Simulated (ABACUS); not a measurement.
# SiO2 (P6_422) in ABACUS: reference runs

How does SiO2 come out in PBE? The cell is run as given and disturbed.

All numbers are computed with ABACUS 3.10.1; they aren't measurements. Logs are shortened: lines on timing, memory, paths and dates and some standing lists are left out, and cuts for length are marked.

## (1) The structure

Symmetry: P6_422, No. 181, hexagonal system. The conventional cell has a = 5.061 Å, b = 5.061 Å, c = 5.541 Å, α = 90.00°, β = 90.00°, γ = 120.00°. Around Si (site symmetry 222) lie 4 O at 1.61 Å. O (site symmetry 2) is surrounded by 2 Si at 1.61 Å.

The cell comes from a database or a generator and needn't be the stable form of this composition.

## (2) Single point, PBE

File INPUT:

```
INPUT_PARAMETERS
suffix              SiO2
calculation         scf
basis_type          pw
pseudo_dir          ./
symmetry            1
dft_functional      pbe
ecutwfc             84
pseudo_rcut         7
nspin               1
nbands              29
ks_solver           dav
smearing_method     fd
smearing_sigma      0.00367493
scf_thr             1e-08
scf_nmax            100
mixing_type         broyden
mixing_beta         0.7
cal_force           1
cal_stress          1
kpar                4
```

File STRU:

```
ATOMIC_SPECIES
Si 28.0850 Si.upf
O 15.9990 O.upf

LATTICE_CONSTANT
1.8897261246

LATTICE_VECTORS
5.0605222284 0.0000000000 0.0000000000
-2.5302611142 4.3825408062 0.0000000000
0.0000000000 0.0000000000 5.5413533100

ATOMIC_POSITIONS
Direct

Si
0.0
3
0.5000000000 0.0000000000 0.0000000000 1 1 1
0.5000000000 0.5000000000 0.6666666667 1 1 1
0.0000000000 0.5000000000 0.3333333333 1 1 1

O
0.0
6
0.2086053700 0.7913946300 0.1666666667 1 1 1
0.2086053700 0.4172107400 0.5000000000 1 1 1
0.4172107400 0.2086053700 0.8333333333 1 1 1
0.7913946300 0.2086053700 0.1666666667 1 1 1
0.7913946300 0.5827892600 0.5000000000 1 1 1
0.5827892600 0.7913946300 0.8333333333 1 1 1
```

File KPT:

```
K_POINTS
0
Gamma
6 6 5 0 0 0
```

Potentials or basis: PseudoDojo NC SR 0.4.1 PBE standard, plane waves.

Launch:

```sh
$ OMP_NUM_THREADS=1 mpirun -np 4 abacus > log
```

running log:

```text
ABACUS v3.10.1

               Atomic-orbital Based Ab-initio Computation at UStc

 ------------------------------------------------------------------------------------

 READING GENERAL INFORMATION
                           global_out_dir = OUT.SiO2/
                           global_in_card = INPUT
                               pseudo_dir = ./
                              orbital_dir =
                                    DSIZE = 4
                                    GSIZE = 1

 READING UNITCELL INFORMATION
                                    ntype = 2
                  lattice constant (Bohr) = 1.88973
              lattice constant (Angstrom) = 1

 READING ATOM TYPE 1
                               atom label = Si
                      L=0, number of zeta = 1
                      L=1, number of zeta = 1
                      L=2, number of zeta = 1
             number of atom for this type = 3

 READING ATOM TYPE 2
                               atom label = O
                      L=0, number of zeta = 1
                      L=1, number of zeta = 1
                      L=2, number of zeta = 1
             number of atom for this type = 6

                        TOTAL ATOM NUMBER = 9
DIRECT COORDINATES
    atom                   x                   y                   z     mag                  vx                  vy                  vz
taud_Si1            0.5000000000        0.0000000000        0.0000000000  0.0000        0.0000000000        0.0000000000        0.0000000000
taud_Si2            0.5000000000        0.5000000000        0.6666666667  0.0000        0.0000000000        0.0000000000        0.0000000000
taud_Si3            0.0000000000        0.5000000000        0.3333333333  0.0000        0.0000000000        0.0000000000        0.0000000000
taud_O1            0.2086053700        0.7913946300        0.1666666667  0.0000        0.0000000000        0.0000000000        0.0000000000
taud_O2            0.2086053700        0.4172107400        0.5000000000  0.0000        0.0000000000        0.0000000000        0.0000000000
taud_O3            0.4172107400        0.2086053700        0.8333333333  0.0000        0.0000000000        0.0000000000        0.0000000000
taud_O4            0.7913946300        0.2086053700        0.1666666667  0.0000        0.0000000000        0.0000000000        0.0000000000
taud_O5            0.7913946300        0.5827892600        0.5000000000  0.0000        0.0000000000        0.0000000000        0.0000000000
taud_O6            0.5827892600        0.7913946300        0.8333333333  0.0000        0.0000000000        0.0000000000        0.0000000000

                          Volume (Bohr^3) = 829.342
                             Volume (A^3) = 122.896

 Lattice vectors: (Cartesian coordinate: in unit of a_0)
             +5.06052                  +0                  +0
             -2.53026            +4.38254                  +0
                   +0                  +0            +5.54135
 Reciprocal vectors: (Cartesian coordinate: in unit of 2 pi/a_0)
            +0.197608           +0.114089                  -0
                   -0           +0.228178                  -0
                   +0                  -0           +0.180461
 The esolver type has been set to : ksdft_pw

                PAO radial cut off (Bohr) = 7

 Read in pseudopotential file is Si.upf
                     pseudopotential type = NC
          exchange-correlation functional = PBE
                 nonlocal core correction = 1
                        valence electrons = 4
                                     lmax = 2
                           number of zeta = 2
                     number of projectors = 6
                           L of projector = 0
[... 5 lines left out ...]
                PAO radial cut off (Bohr) = 7

 Read in pseudopotential file is O.upf
                     pseudopotential type = NC
          exchange-correlation functional = PBE
                 nonlocal core correction = 1
                        valence electrons = 6
                                     lmax = 2
                           number of zeta = 2
                     number of projectors = 5
                           L of projector = 0
                           L of projector = 0
                           L of projector = 1
                           L of projector = 1
                           L of projector = 2
     initial pseudo atomic orbital number = 36

 SETUP THE ELECTRONS NUMBER
            electron number of element Si = 4
      total electron number of element Si = 12
             electron number of element O = 6
       total electron number of element O = 36
            AUTOSET number of electrons:  = 48
                           occupied bands = 24
                                   NBANDS = 29
                                   NLOCAL = 81

 SETUP THE PLANE WAVE BASIS
 energy cutoff for charge/potential (unit:Ry) = 336
            fft grid for charge/potential = [ 60, 60, 64 ]
                        fft grid division = [ 1, 1, 1 ]
        big fft grid for charge/potential = [ 60, 60, 64 ]
                                     nbxx = 230400
                                     nrxx = 230400

 SETUP PLANE WAVES FOR CHARGE/POTENTIAL
                    number of plane waves = 86335
                         number of sticks = 2107
[... 72 lines left out ...]
                       right hand lattice = 1
(for k-lattice: )
                             BRAVAIS TYPE = 4
                     BRAVAIS LATTICE NAME = 04. Hexagonal cell
                                    ibrav = 4
                       right hand lattice = 1
                        ROTATION MATRICES = 24
                               nkstot_ibz = 21
K-POINTS REDUCTION ACCORDING TO SYMMETRY
     IBZ    DIRECT_X    DIRECT_Y    DIRECT_Z  WEIGHT  ibz2bz
       1  0.00000000  0.00000000  0.00000000  0.0056       0
       2 -0.16666667  0.16666667  0.00000000  0.0333       1
       3 -0.33333333  0.33333333  0.00000000  0.0333       2
       4  0.50000000  0.50000000  0.00000000  0.0167       3
       5 -0.16666667  0.33333333  0.00000000  0.0333       7
       6  0.50000000  0.33333333  0.00000000  0.0667       8
[... 13 lines left out ...]
      20  0.50000000  0.33333333  0.40000000  0.1333      80
      21  0.33333333  0.33333333  0.40000000  0.0222      86

                               nkstot now = 21
[... K-POINTS DIRECT COORDINATES: 21 rows ...]

           k-point number in this process = 6
       minimum distributed K point number = 5
[... stars of the k points ...]

[... K-POINTS CARTESIAN COORDINATES: 6 rows ...]

[... K-POINTS DIRECT COORDINATES: 6 rows ...]

 SETUP PLANE WAVES FOR WAVE FUNCTIONS
     energy cutoff for wavefunc (unit:Ry) = 84
              fft grid for wave functions = [ 60, 60, 64 ]
                    number of plane waves = 13239
                         number of sticks = 595

 PARALLEL PW FOR WAVE FUNCTIONS
     PROC   COLUMNS(POT)             PW
        1            595          13239
 --------------- sum -------------------
        1            595          13239

 SETUP NONLOCAL PSEUDOPOTENTIALS IN PLANE WAVE BASIS
 Si non-local projectors:
 projector 1 L=0
 projector 2 L=0
 projector 3 L=1
 projector 4 L=1
 projector 5 L=2
 projector 6 L=2
 O non-local projectors:
 projector 1 L=0
 projector 2 L=0
 projector 3 L=1
 projector 4 L=1
 projector 5 L=2
      TOTAL NUMBER OF NONLOCAL PROJECTORS = 132

 Init Non-Local PseudoPotential table :
 Init Non-Local-Pseudopotential done.

                                     npwx = 10814

 Make real space PAO into reciprocal space.
       max mesh points in Pseudopotential = 701
     dq(describe PAO in reciprocal space) = 0.01
                                    max q = 1104

 number of pseudo atomic orbitals for Si is 2
WARNING: norm of atomic wavefunction # 1 of atomic type Si is 0.999875, renormalized
WARNING: norm of atomic wavefunction # 2 of atomic type Si is 0.996128, renormalized

 number of pseudo atomic orbitals for O is 2
WARNING: norm of atomic wavefunction # 2 of atomic type O is 0.999977, renormalized

 -------------------------------------------
 SELF-CONSISTENT
 -------------------------------------------
                                 init_chg = atomic

 PW ALGORITHM --------------- ION=   1  ELEC=   1--------------------------------

 Density error is 2.24328341905
                          Error Threshold = 0.01
----------------------------------------------------------
     Energy           Rydberg                 eV
----------------------------------------------------------
 E_KohnSham     -223.9376510853      -3046.8280514955
 E_Harris       -206.7581242648      -2813.0885977928
 E_Fermi        0.2416219182         3.2874348498
----------------------------------------------------------
[... 87 lines left out ...]
 Density error is 3.81149879229e-09
                          Error Threshold = 2.01619885103e-10
----------------------------------------------------------
     Energy           Rydberg                 eV
----------------------------------------------------------
 E_KohnSham     -224.7161152930      -3057.4196004103
 E_KS(sigma->0) -224.7161152930      -3057.4196004103
 E_Harris       -224.7167503525      -3057.4282408380
 E_band         -17.8689588813       -243.1196581134
 E_one_elec     -119.0217767453      -1619.3743498197
 E_Hartree      84.3133150732        1147.1415022643
 E_xc           -60.7406642091       -826.4191335488
 E_Ewald        -129.2669894118      -1758.7676193060
 E_entropy(-TS) 0.0000000000         0.0000000000
 E_descf        0.0000000000         0.0000000000
 E_exx          0.0000000000         0.0000000000
 E_Fermi        0.3468048492         4.7185220436
----------------------------------------------------------

 charge density convergence is achieved
 final etot is -3057.4196004 eV
 EFERMI = 4.7185220436 eV

 STATE ENERGY(eV) AND OCCUPATIONS    NSPIN == 1
 1/6 kpoint (Cartesian) = 0.0000 0.0000 0.0000 (10735 pws)
       1       -17.5046      0.0111111
       2       -16.0452      0.0111111
       3       -16.0452      0.0111111
       4       -15.4472      0.0111111
       5       -15.3956      0.0111111
       6       -15.3956      0.0111111
[... 176 lines left out ...]
      28        11.4031    1.15700e-59
      29        11.9184    3.86675e-64

------------------------------------------------------------------------------------------
 TOTAL-FORCE (eV/Angstrom)
------------------------------------------------------------------------------------------
                       Si1         0.0000000000         0.0000000000         0.0000000000
                       Si2         0.0000000000         0.0000000000         0.0000000000
                       Si3         0.0000000000         0.0000000000         0.0000000000
                        O1        -0.1827458560         0.1055083692         0.0000000000
                        O2         0.0000000000        -0.2110167383         0.0000000000
                        O3        -0.1827458560        -0.1055083692         0.0000000000
                        O4         0.1827458560        -0.1055083692         0.0000000000
                        O5         0.0000000000         0.2110167383         0.0000000000
                        O6         0.1827458560         0.1055083692         0.0000000000
------------------------------------------------------------------------------------------

----------------------------------------------------------------
 TOTAL-STRESS (KBAR)
----------------------------------------------------------------
        44.6645566940         0.0000000000         0.0000000000
         0.0000000000        44.6645566942        -0.0000000000
         0.0000000000        -0.0000000000        44.1320135871
----------------------------------------------------------------
 TOTAL-PRESSURE: 44.487042 KBAR

 --------------------------------------------
 !FINAL_ETOT_IS -3057.4196004102564075 eV
 --------------------------------------------
```

It took 79 s on 4 MPI ranks of AMD EPYC 9R45 (Zen 5), shared host; peak memory 0.88 GiB.

Results:

* Free energy: -3057.4196 eV
* Pressure: 4.4 GPa
* Largest force: 0.211 eV/Å
* Band gap on the k mesh: 5.75 eV, indirect (least direct gap 5.95 eV)

Forces in eV/Å, atoms in the order of the input:
```
Si   0.000  0.000  0.000
Si   0.000  0.000  0.000
Si   0.000  0.000  0.000
O   -0.183  0.106  0.000
O    0.000 -0.211  0.000
O   -0.183 -0.106  0.000
O    0.183 -0.106  0.000
O    0.000  0.211  0.000
O    0.183  0.106  0.000
```

Caveat: there are fewer bands than atomic start orbitals, so a level may be missed at k points of high symmetry; an odd mesh through Γ misses points on the zone boundary, where band edges often lie.

## (3) Single point, PBE (atoms moved at random, drawn with an rms of 0.05 Å)

Edit INPUT of step 2 so:

```diff
@@ -20,2 +20,4 @@
 cal_stress          1
-kpar                4
+out_chg             1
+out_pot             2
+out_elf             1
```

File STRU:

```
ATOMIC_SPECIES
Si 28.0850 Si.upf
O 15.9990 O.upf

LATTICE_CONSTANT
1.8897261246

LATTICE_VECTORS
5.0605222284 0.0000000000 0.0000000000
-2.5302611142 4.3825408062 0.0000000000
0.0000000000 0.0000000000 5.5413533100

ATOMIC_POSITIONS
Direct

Si
0.0
3
0.5028780000 -0.0032540000 -0.0027860000 1 1 1
0.5082360000 0.5028030000 0.6639440000 1 1 1
0.0032410000 0.5017660000 0.3364180000 1 1 1

O
0.0
6
0.2075460000 0.7795540000 0.1745310000 1 1 1
0.2068240000 0.4150730000 0.5055590000 1 1 1
0.4173000000 0.2110010000 0.8277000000 1 1 1
0.8026010000 0.2179900000 0.1582390000 1 1 1
0.7779570000 0.5910150000 0.4979760000 1 1 1
0.5876150000 0.7965730000 0.8289420000 1 1 1
```

KPT is that of step 2.

Potentials or basis: PseudoDojo NC SR 0.4.1 PBE standard, plane waves.

Launch:

```sh
$ OMP_NUM_THREADS=1 mpirun -np 4 abacus > log
```

running log:

```text
ABACUS v3.10.1

               Atomic-orbital Based Ab-initio Computation at UStc

 ------------------------------------------------------------------------------------

 READING GENERAL INFORMATION
                           global_out_dir = OUT.SiO2/
                           global_in_card = INPUT
                               pseudo_dir = ./
                              orbital_dir =
                                    DSIZE = 4
                                    GSIZE = 1

 READING UNITCELL INFORMATION
                                    ntype = 2
                  lattice constant (Bohr) = 1.88973
              lattice constant (Angstrom) = 1

 READING ATOM TYPE 1
[... 570 lines left out ...]
 TOTAL-FORCE (eV/Angstrom)
------------------------------------------------------------------------------------------
                       Si1        -1.1165183862         0.7674114576         0.7568126468
                       Si2        -3.1372400966        -0.5944964994         1.7875767033
                       Si3        -1.2517763277        -1.4261804572         1.4907232596
                        O1         1.1447150916         3.1561901310        -2.2001109873
                        O2        -0.6241144431        -0.1765571794         0.0050013703
                        O3         0.6426227867        -1.3677192146         1.2401076068
                        O4        -0.4734236717        -0.6833096849         0.0643174114
                        O5         4.5163610139         0.5213303348        -3.1344213554
                        O6         0.2993740331        -0.1966688881        -0.0100066555
------------------------------------------------------------------------------------------

----------------------------------------------------------------
 TOTAL-STRESS (KBAR)
----------------------------------------------------------------
        42.0474486928        16.4443933622       -28.3790438182
        16.4443933622        61.8941909884       -23.0731000274
       -28.3790438182       -23.0731000274        57.4561832712
----------------------------------------------------------------
 TOTAL-PRESSURE: 53.799274 KBAR

 --------------------------------------------
 !FINAL_ETOT_IS -3056.9974295840870582 eV
 --------------------------------------------
```

stdout:

```text
ABACUS v3.10.1

               Atomic-orbital Based Ab-initio Computation at UStc

 UNIFORM GRID DIM        : 60 * 60 * 64
 UNIFORM GRID DIM(BIG)   : 60 * 60 * 64
 ---------------------------------------------------------
[... 27 lines left out ...]
----------------------------------------------------------------
 TOTAL-STRESS (KBAR)
----------------------------------------------------------------
        42.0474486928        16.4443933622       -28.3790438182
        16.4443933622        61.8941909884       -23.0731000274
       -28.3790438182       -23.0731000274        57.4561832712
----------------------------------------------------------------
 TOTAL-PRESSURE: 53.799274 KBAR
```

Run time: 2.2 min. Hardware: 4 MPI ranks of AMD EPYC 9R45 (Zen 5), shared host; peak memory 0.88 GiB.

What came out:

```yaml
Free_energy: -3056.9974 eV
Pressure: 5.4 GPa
Largest_force: 5.522 eV/Å
Band_gap_on_the_k_mesh: 5.68 eV, indirect (least direct gap 5.88 eV)
```

Forces in eV/Å, atoms in the order of the input:
```
Si  -1.117  0.767  0.757
Si  -3.137 -0.594  1.788
Si  -1.252 -1.426  1.491
O    1.145  3.156 -2.200
O   -0.624 -0.177  0.005
O    0.643 -1.368  1.240
O   -0.473 -0.683  0.064
O    4.516  0.521 -3.134
O    0.299 -0.197 -0.010
```

Levels at points of the mesh, in eV from the valence-band top:
| k point | band 22 | band 23 | band 24 |
| --- | --- | --- | --- |
| (0.00, 0.00, 0.00) | -0.48 | -0.46 | -0.21 |
| (0.50, 0.00, 0.00) | -0.93 | -0.38 | -0.02 |
| (0.00, 0.50, 0.00) | -0.95 | -0.40 | -0.04 |
| (0.50, 0.50, 0.00) | -1.01 | -0.36 | -0.01 |

Caveat: there are fewer bands than atomic start orbitals, so a level may be missed at k points of high symmetry; an odd mesh through Γ misses points on the zone boundary, where band edges often lie.
